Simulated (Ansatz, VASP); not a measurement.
# BaS in VASP and in Ansatz

```xyz
2
Lattice="3.1821 3.1821 0.0000 -3.1821 3.1821 0.0000 0.0000 3.1821 3.1606" Properties=species:S:1:pos:R:3 pbc="T T T"
Ba    0.0000    0.0000    0.0000
S     0.0000    3.1821    0.0000
```

Change from the starting cell: in-plane strain +0.005, out-of-plane length and atoms relaxed by PAW.

Alike in both runs: functional PBEsol; k mesh 6 × 6 × 6; no spin polarisation.

Ansatz relaxed the structure, and its values are those at the end. VASP's run is a single point on that final structure, the one shown.

|  | VASP | Ansatz |
| --- | --- | --- |
| version | VASP 6.6.1 | Ansatz 0.2.0 |
| potentials or method | VASP PAW PBE potentials, release 64 (Ba_sv, S) | PAW with Ansatz's default frozen-core files, scalar-relativistic |
| plane-wave cutoff (eV) | 520 | 420 |
| occupations | gaussian, width 0.01 eV | fixed |
| valence electrons in the cell | 16 | 16 |

|  | VASP | Ansatz | Ansatz less VASP |
| --- | --- | --- | --- |
| pressure (GPa) | 0.3 | -0.4 | -0.66 |

Caveats: the PAW data sets were made with another functional, which shifts forces and pressure a little (VASP). A k mesh can miss the band edges.
